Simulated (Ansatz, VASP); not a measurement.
## Two plane-wave programs on Nb

```
Nb
1.0
    -1.65228    1.65228    1.65228
     1.65228   -1.65228    1.65228
     1.65228    1.65228   -1.65228
Nb
1
Direct
  0.00000 0.00000 0.00000
```

Alike in both runs: functional r2SCAN; k mesh 18 × 18 × 18; occupations gaussian, width 0.1 eV; no spin polarisation.

Ansatz relaxed the structure, and its values are those at the end. VASP's run is a single point on that final structure, the one shown.

```csv
,VASP,Ansatz
version,VASP 6.6.1,Ansatz 0.2.0
potentials or method,"VASP PAW PBE potentials, release 64 (Nb_sv)","scalar-relativistic, plane waves, PAW"
plane-wave cutoff (eV),520,500
valence electrons in the cell,13,13
```

```tsv
	VASP	Ansatz	Ansatz less VASP
gap on the k mesh at the Fermi level (eV)	none	none	-
pressure (GPa)	-0.2	0.0	+0.17
```

A gap of «none» marks a metal or a gap that the smearing closes. With one functional, cell and mesh, what is left measures potentials, basis and numerics.

Caveats: the PAW data sets were made with another functional, which shifts forces and pressure a little (VASP).
